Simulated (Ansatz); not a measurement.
**In: relativity, spin-orbit coupling and the nucleus**

What happens to In at a fixed cell under these changes: no relativity; spin-orbit coupling on?

Method: DFT, at the level named in each step, in Ansatz 0.2.0.

**1. The structure to begin with**

Symmetry: I4/mmm, No. 139, tetragonal system. Conventional cell: a = 3.252 Å, b = 3.252 Å, c = 4.948 Å, α = 90.00°, β = 90.00°, γ = 90.00°. Around In (site symmetry 4/mmm) lie 12 In at 3.25 to 3.38 Å.

As a file:

```cif
data_structure
_symmetry_space_group_name_H-M 'I4/mmm'
_symmetry_Int_Tables_number 139
_cell_length_a 3.2523
_cell_length_b 3.2523
_cell_length_c 4.9479
_cell_angle_alpha 90.000
_cell_angle_beta 90.000
_cell_angle_gamma 90.000
_cell_volume 52.34
loop_
_atom_site_label
_atom_site_type_symbol
_atom_site_symmetry_multiplicity
_atom_site_Wyckoff_symbol
_atom_site_fract_x
_atom_site_fract_y
_atom_site_fract_z
_atom_site_occupancy
In1 In 2 a 0.00000 0.00000 0.00000 1
```

The file gives the conventional cell by its symmetry; the runs use the cell typed in the input.

The cell comes from a crystallographic database entry that wasn't checked; take it as a given geometry, which may be far from equilibrium.

**2. No relativity, LAPW**

The input, input.yaml:

```yaml
crystal:
  lattice:
    - [-1.62615, 1.62615, 2.47395]
    - [1.62615, -1.62615, 2.47395]
    - [1.62615, 1.62615, -2.47395]
  atoms:
    - { symbol: In, position: [0.0, 0.0, 0.0] }
kpoints:
  mp_grid: { grid: [14, 14, 14] }
  band_path:
    path:
      - [0.0, 0.0, 0.0]
      - [0.0, 0.0, 0.5]
      - [0.25, 0.25, 0.25]
      - [0.0, 0.5, 0.0]
      - [0.0, 0.0, 0.0]
      - [0.5, 0.5, -0.5]
      - [0.3580138334, 0.6419861666, -0.3580138334]
      - [-0.3580138334, 0.3580138334, 0.3580138334]
      - [0.0, 0.0, 0.0]
    npoints: 5
scf:
  occupations: { method: fermi_dirac, width: 0.05 }
hamiltonian:
  xc: pbe
  pseudopotentials:
    kind: all_electron
    lapw: { basis_error: 0.0005 }
    relativity: none
output:
  forces: true
  stress: true
  eigenvalues: true
```

Run with:

```
$ ansatz run input.yaml --threads 1 --pin off --max-ram 2048MiB --backend cpu --events-out ev --progress --plain --runs-dir out
```

The program printed:

```text
LAPW: plane waves up to 7.114 Å⁻¹, error target 5.0e-4 eV per atom; In in spheres of 1.626 Å, 21 of its electrons in bands, Dirac shells []
Engine: ansatz 0.2.0
Pseudopotentials: kind: all_electron
Pseudopotential: In, LAPW, valence charge 21, Schrödinger's equation, point nucleus
Functional definition: PBE
  parameter kappa = 0.804
  parameter beta = 0.06672455060314922
  exchange = pbe_x(kappa = kappa, mu = beta*pi^2/3)
  correlation = pbe_c(beta = beta)
Crystal: 1 atoms, lattice volume = 26.168 Å³
Basis set: ecut = 192.82739978373482 eV, 169 PW (Γ), FFT grids on a1+a3, a2+a3, a3, exchange–correlation at level 2
Bands: 15, of which v1, the nominal top of the filled ones, is band 11 counted from 1 (10 counted from 0)
Symmetry: 16 space group operations
Space group: I4/mmm (ITA 139), of the structure as read, at distance tolerance 3.0e-5 Å
k-points: 244 of 2744
Non-local potential: In, projectors of the file, none
Initial density: superposition of atomic densities (chi_scale 0.1, normalization cell)
Initial wavefunctions: plane waves of lowest kinetic energy (no species holds an atomic orbital)
Functional: x = pbe(κ = 0.804, μ = 0.2195149727645171), c = pbe(β = 0.06672455060314922)
iter 1 solved again at ethr=4.58e-5 eV; its pass at ethr=1.00e-1 eV (dr2=9.61e-3 eV) is discarded
SCF iter   1: F=—  HF=-156252.957593 eV  |F-HF|=—  |Δ(HF+E_count)|=         —  Δρ=7.16e-3  dr2=9.69e-3  ethr=4.58e-5  ⟨swp⟩=3.5  Hψ=26262  notcnv=0
preconditioner: auto → Kerker (q_TF=auto, 2.630 Å⁻¹)  [metal: Δε(μ)=0.070 eV  Ē_g=20.062 eV  σ=0.050 eV  W_gap=0.33  n_scr=10 (ndim 8)  ℏωp=26.2 eV  f_vac=0.000  D(μ)=0.43/eV (n_scr^D=0)]
SCF iter   2: F=—  HF=-156252.929939 eV  |F-HF|=—  |Δ(HF+E_count)|=   2.77e-2  Δρ=4.19e-3  dr2=3.98e-3  ethr=4.58e-5  ⟨swp⟩=2.0  Hψ=10667  notcnv=0
SCF iter   3: F=—  HF=-156252.928147 eV  |F-HF|=—  |Δ(HF+E_count)|=   1.79e-3  Δρ=2.66e-3  dr2=1.85e-3  ethr=1.89e-5  ⟨swp⟩=2.0  Hψ=10397  notcnv=0
SCF iter   4: F=—  HF=-156252.928008 eV  |F-HF|=—  |Δ(HF+E_count)|=   1.40e-4  Δρ=1.17e-3  dr2=4.39e-4  ethr=8.80e-6  ⟨swp⟩=2.0  Hψ=10397  notcnv=0
iter 5 solved again at ethr=9.76e-8 eV; its pass at ethr=2.09e-6 eV (dr2=2.05e-5 eV) is discarded
SCF iter   5: F=—  HF=-156252.928152 eV  |F-HF|=—  |Δ(HF+E_count)|=   1.44e-4  Δρ=2.43e-4  dr2=2.05e-5  ethr=9.76e-8  ⟨swp⟩=2.0  Hψ=17612  notcnv=0
SCF iter   6: F=—  HF=-156252.928155 eV  |F-HF|=—  |Δ(HF+E_count)|=   2.93e-6  Δρ=6.34e-5  dr2=1.02e-6  ethr=9.76e-8  ⟨swp⟩=2.0  Hψ=10392  notcnv=0
SCF iter   7: F=-156252.928155 eV  HF=-156252.928155 eV  |F-HF|=7.31e-9  |Δ(HF+E_count)|=   1.20e-7  Δρ=1.63e-5  dr2=9.48e-8  ethr=4.84e-9  ⟨swp⟩=2.0  Hψ=10392  notcnv=0
SCF 1 converged in 7 iterations: F = -156252.928155 eV  dr2 = 9.48e-8
NSCF: frozen V_eff on 41 k-points
SCF converged after 7 iterations
Free energy (F): -156252.928155 eV
Harris-Foulkes:  -156252.928155 eV  (|F-HF|=7.31e-9)
Internal energy: -156252.924610 eV  (E = F + TS)
E sigma→0 (E₀):  -156252.926383 eV
Entropy (-TS):   -0.003545 eV (-3.545 meV/atom)
Fermi energy:    13.961228 eV
--- Per-component energies (eV) ---
  E_band       = -521.063198
  E_kinetic    = 156190.344055
  E_xc         = -4239.548026
  E_electrostatic = -308203.720639  (all electrons and nuclei)
  E_smearing   = -0.003545  (= −TS)
  E_closure    = 0.000000  (closes the sum)
  E_atoms      = -156250.214204  (free atoms, spherical and without spin; not in F)
  Σ components = -156252.928155   (vs F -156252.928155, Δ=0.00e0)
  Basis errors (estimates in eV, not in F): energy 1.1e-4 per atom: plane waves 1.1e-4 (5.5e-5 summed), levels above the bands 2.4e-112, relativity 0.0e0, radial functions 3.0e-6, core shells 9.1e-10; eigenvalues (radial functions only) 1.7e-5; not estimated: angular momenta, meshes, grids; target (lapw.basis_error) 5.0e-4; muffin-tin radii In 1.626 Å
--- Forces (eV/Å), atoms counted from 1 ---
  atom   1  In     0.00000000     0.00000000    -0.00000000
  max |Σ_I F_I| component: 8.63e-32 eV/Å
--- Stress (GPa, compression-positive) ---
        2.206488      -0.000000      -0.000000
       -0.000000       2.206488       0.000000
       -0.000000       0.000000       2.759735
  P = ⅓ Tr σ = 2.3909 GPa (23.909 kbar)
--- Band table (eV; the first three rows and the last of 244) ---
  k-point 0: bands = ["-92.7474", "-58.1110", "-58.1007", "-58.1007", "-1.9353", "-1.8387", "-1.8387", "-1.7665", "-1.6689", "4.6181", "24.4722", "24.4722", "24.6617", "25.0969", "27.3251"]
  k-point 1: bands = ["-92.7473", "-58.1112", "-58.1012", "-58.1010", "-1.9149", "-1.8494", "-1.8266", "-1.7613", "-1.6772", "4.7723", "23.4293", "23.6249", "23.9992", "24.3872", "28.4703"]
  k-point 2: bands = ["-92.7471", "-58.1116", "-58.1025", "-58.1018", "-1.8792", "-1.8571", "-1.7920", "-1.7569", "-1.6922", "5.2375", "21.8008", "22.0286", "23.0130", "23.3120", "26.7206"]
  k-point 243: bands = ["-92.7466", "-58.1187", "-58.1035", "-58.1035", "-2.0923", "-1.9739", "-1.5744", "-1.5466", "-1.5466", "11.0522", "11.5380", "18.5320", "18.5320", "21.5778", "22.2165"]
```

Run time: 6.5 s. Hardware: 1 thread of AMD EPYC 9R45 (Zen 5), shared host; peak memory 0.43 GiB.

Result: pressure 2.39 GPa; no gap.

**3. Spin-orbit coupling on, LAPW**

input.yaml: that of step 2 with these lines changed.

```diff
@@ -25,6 +25,3 @@
   xc: pbe
-  pseudopotentials:
-    kind: all_electron
-    lapw: { basis_error: 0.0005 }
-    relativity: none
+  pseudopotentials: { kind: all_electron, lapw: { basis_error: 0.0005 } }
 output:
@@ -33 +30,4 @@
   eigenvalues: true
+magnetization:
+  noncollinear: true
+  spin_orbit: true
```

Run with:

```
$ ansatz run input.yaml --threads 1 --pin off --max-ram 2048MiB --backend cpu --events-out ev --progress --plain --runs-dir out
```

The program printed:

```text
LAPW: plane waves up to 7.121 Å⁻¹, error target 5.0e-4 eV per atom; Dirac's equation on spinors; In in spheres of 1.626 Å, 21 of its electrons in bands
[... 2 set-up lines as earlier in the session ...]
Pseudopotential: In, LAPW, valence charge 21, Dirac's equation, gaussian nucleus
[... 5 set-up lines as earlier in the session ...]
non-collinear run that drives no moment, with spin-orbit: no starting moment large enough to seed its density (crystal.atoms[].spin), no starting occupations that ask for one, no magnetisation constraint and no magnetic field, so the semilocal B_xc is pinned to zero
Crystal: 1 atoms, lattice volume = 26.168 Å³
Basis set: ecut = 193.21988902675 eV, 169 PW (Γ), FFT grids on a1+a3, a2+a3, a3, exchange–correlation at level 2
Bands: 30, of which v1, the nominal top of the filled ones, is band 21 counted from 1 (20 counted from 0)
Symmetry: 16 space group operations + 16 with time reversal
Magnetic group: BNS 139.532 (UNI 1192), of the structure as read, at distance tolerance 3.0e-5 Å
k-points: 244 of 2744
[... 4 set-up lines as earlier in the session ...]
iter 1 solved again at ethr=3.40e-5 eV; its pass at ethr=1.00e-1 eV (dr2=7.14e-3 eV) is discarded
SCF iter   1: F=—  HF=-160089.113246 eV  |F-HF|=—  |Δ(HF+E_count)|=         —  Δρ=6.21e-3  dr2=7.20e-3  dr2_m=0.00e0 (ungated)  ethr=3.40e-5  |M|=0.00e0 ∫|m|=0.00e0 μB  β_m=0.30  ⟨swp⟩=3.6  Hψ=51576  notcnv=0
preconditioner: auto → Kerker (q_TF=auto, 2.630 Å⁻¹)  [metal: Δε(μ)=0.051 eV  Ē_g=19.375 eV  σ=0.050 eV  W_gap=0.24  n_scr=10 (ndim 8)  ℏωp=26.2 eV  f_vac=0.000  D(μ)=0.41/eV (n_scr^D=0)]
spin=Noncollinear: Kerker preconditioning applied to the charge; magnetization (m_x, m_y, m_z) channels mix plain (no charge-response kernel on spin).
SCF iter   2: F=—  HF=-160089.091133 eV  |F-HF|=—  |Δ(HF+E_count)|=   2.21e-2  Δρ=4.57e-3  dr2=4.27e-3  dr2_m=0.00e0 (ungated)  ethr=3.40e-5  |M|=0.00e0 ∫|m|=0.00e0 μB  β_m=0.43  ⟨swp⟩=2.0  Hψ=20322  notcnv=0
SCF iter   3: F=—  HF=-160089.085570 eV  |F-HF|=—  |Δ(HF+E_count)|=   5.56e-3  Δρ=2.50e-3  dr2=1.57e-3  dr2_m=0.00e0 (ungated)  ethr=2.03e-5  |M|=0.00e0 ∫|m|=0.00e0 μB  β_m=0.57  ⟨swp⟩=2.0  Hψ=20524  notcnv=0
SCF iter   4: F=—  HF=-160089.085420 eV  |F-HF|=—  |Δ(HF+E_count)|=   1.50e-4  Δρ=1.07e-3  dr2=3.64e-4  dr2_m=0.00e0 (ungated)  ethr=7.48e-6  |M|=0.00e0 ∫|m|=0.00e0 μB  β_m=0.79  ⟨swp⟩=2.0  Hψ=20342  notcnv=0
iter 5 solved again at ethr=9.18e-8 eV; its pass at ethr=1.73e-6 eV (dr2=1.93e-5 eV) is discarded
SCF iter   5: F=—  HF=-160089.085564 eV  |F-HF|=—  |Δ(HF+E_count)|=   1.44e-4  Δρ=2.35e-4  dr2=1.93e-5  dr2_m=0.00e0 (ungated)  ethr=9.18e-8  |M|=0.00e0 ∫|m|=0.00e0 μB  β_m=0.88  ⟨swp⟩=2.0  Hψ=34260  notcnv=0
SCF iter   6: F=—  HF=-160089.085568 eV  |F-HF|=—  |Δ(HF+E_count)|=   4.17e-6  Δρ=5.58e-5  dr2=7.51e-7  dr2_m=0.00e0 (ungated)  ethr=9.18e-8  |M|=0.00e0 ∫|m|=0.00e0 μB  β_m=0.94  ⟨swp⟩=2.0  Hψ=20302  notcnv=0
SCF iter   7: F=-160089.085569 eV  HF=-160089.085569 eV  |F-HF|=9.63e-9  |Δ(HF+E_count)|=   1.41e-7  Δρ=1.41e-5  dr2=6.86e-8  dr2_m=0.00e0 (ungated)  ethr=3.58e-9  |M|=0.00e0 ∫|m|=0.00e0 μB  ⟨swp⟩=2.1  Hψ=20338  notcnv=0
SCF 1 converged in 7 iterations: F = -160089.085569 eV  dr2 = 6.86e-8
NSCF: frozen V_eff on 41 k-points
SCF converged after 7 iterations
Magnetization: |M| = 0.0000 μB,  M = (+0.0000, +0.0000, +0.0000) μB
Absolute magnetization: 0.0000 μB (∫|m|)
  site 0: m = (+0.0000, +0.0000, +0.0000) μB, |m| = 0.0000 μB  (R = 1.63 Å)
Free energy (F): -160089.085569 eV
Harris-Foulkes:  -160089.085569 eV  (|F-HF|=9.63e-9)
Internal energy: -160089.082184 eV  (E = F + TS)
E sigma→0 (E₀):  -160089.083876 eV
Entropy (-TS):   -0.003385 eV (-3.385 meV/atom)
Fermi energy:    13.571906 eV
--- Per-component energies (eV) ---
  E_band       = -547.888637
  E_kinetic    = 168207.451814
  E_xc         = -4355.068530
  E_electrostatic = -323941.465468  (all electrons and nuclei)
  E_smearing   = -0.003385  (= −TS)
  E_closure    = 0.000000  (closes the sum)
  E_atoms      = -160086.531455  (free atoms, spherical and without spin; not in F)
  Σ components = -160089.085569   (vs F -160089.085569, Δ=0.00e0)
  Basis errors (estimates in eV, not in F): energy 1.1e-4 per atom: plane waves 1.1e-4 (5.5e-5 summed), levels above the bands 7.3e-116, relativity 5.1e-8, radial functions 1.9e-6, core shells 1.1e-9; eigenvalues (radial functions only) 1.7e-5; not estimated: angular momenta, meshes, grids; target (lapw.basis_error) 5.0e-4; muffin-tin radii In 1.626 Å
--- Forces (eV/Å), atoms counted from 1 ---
  atom   1  In    -0.00000000    -0.00000000    -0.00000000
  max |Σ_I F_I| component: 4.42e-29 eV/Å
--- Stress (GPa, compression-positive) ---
        1.759243      -0.000000      -0.000000
       -0.000000       1.759243       0.000000
       -0.000000       0.000000       2.063787
  P = ⅓ Tr σ = 1.8608 GPa (18.608 kbar)
--- Band table (eV; the first three rows and the last of 244) ---
  k-point 0: bands = ["-101.8861", "-101.8861", "-64.9939", "-64.9939", "-58.3482", "-58.3482", "-58.3424", "-58.3424", "-1.5568", "-1.5568", "-1.5395", "-1.5395", "-0.7596", "-0.7596", "-0.6672", "-0.6672", "-0.6121", "-0.6121", "3.9975", "3.9975", "23.4900", "23.4900", "24.3551", "24.3551", "24.4837", "24.4837", "25.1012", "25.1012", "27.4628", "27.4628"]
  k-point 1: bands = ["-101.8861", "-101.8861", "-64.9941", "-64.9941", "-58.3484", "-58.3484", "-58.3428", "-58.3428", "-1.5488", "-1.5488", "-1.5367", "-1.5367", "-0.7514", "-0.7514", "-0.6624", "-0.6624", "-0.6163", "-0.6163", "4.1534", "4.1534", "22.7439", "22.7439", "23.4619", "23.4619", "23.6777", "23.6777", "24.4273", "24.4273", "28.5259", "28.5259"]
  k-point 2: bands = ["-101.8860", "-101.8860", "-64.9946", "-64.9946", "-58.3491", "-58.3491", "-58.3438", "-58.3438", "-1.5386", "-1.5386", "-1.5208", "-1.5208", "-0.7326", "-0.7326", "-0.6457", "-0.6457", "-0.6240", "-0.6240", "4.6247", "4.6247", "21.2950", "21.2950", "21.8884", "21.8884", "22.4272", "22.4272", "23.3833", "23.3833", "26.6464", "26.6464"]
  k-point 243: bands = ["-101.8856", "-101.8856", "-64.9965", "-64.9965", "-58.3541", "-58.3541", "-58.3451", "-58.3451", "-1.5987", "-1.5987", "-1.5098", "-1.5098", "-0.6779", "-0.6779", "-0.6245", "-0.6245", "-0.3981", "-0.3981", "10.6192", "10.6192", "10.8563", "10.8563", "18.0609", "18.0609", "18.4532", "18.4532", "21.7206", "21.7206", "21.7311", "21.7311"]
```

Run time: 52 s. Hardware: 1 thread of AMD EPYC 9R45 (Zen 5), shared host; peak memory 0.72 GiB.

This run gives: pressure 1.86 GPa; no gap.

At the corners of the path (eV, zero at the Fermi level):

| point | band 19 | band 20 | band 21 | band 22 | band 23 | band 24 | band 25 |
| --- | --- | --- | --- | --- | --- | --- | --- |
| Γ | -9.57 | -9.57 | 9.92 | 9.92 | 10.78 | 10.78 | 10.91 |
| X | -2.01 | -2.01 | -1.68 | -1.68 | 3.41 | 3.41 | 3.99 |
| P | -1.27 | -1.27 | -0.26 | -0.26 | 0.04 | 0.04 | 1.70 |
| N | -4.33 | -4.33 | -3.42 | -3.42 | 7.44 | 7.44 | 9.14 |
| Γ | -9.57 | -9.57 | 9.92 | 9.92 | 10.78 | 10.78 | 10.91 |
| M | -2.95 | -2.95 | -2.72 | -2.72 | 4.49 | 4.49 | 4.88 |
| S | -2.54 | -2.54 | -1.27 | -1.27 | -0.54 | -0.54 | 6.10 |
| S0 | -2.54 | -2.54 | -1.27 | -1.27 | -0.54 | -0.54 | 6.10 |
| Γ | -9.57 | -9.57 | 9.92 | 9.92 | 10.78 | 10.78 | 10.91 |

(Part 1 of 2 ends here.)
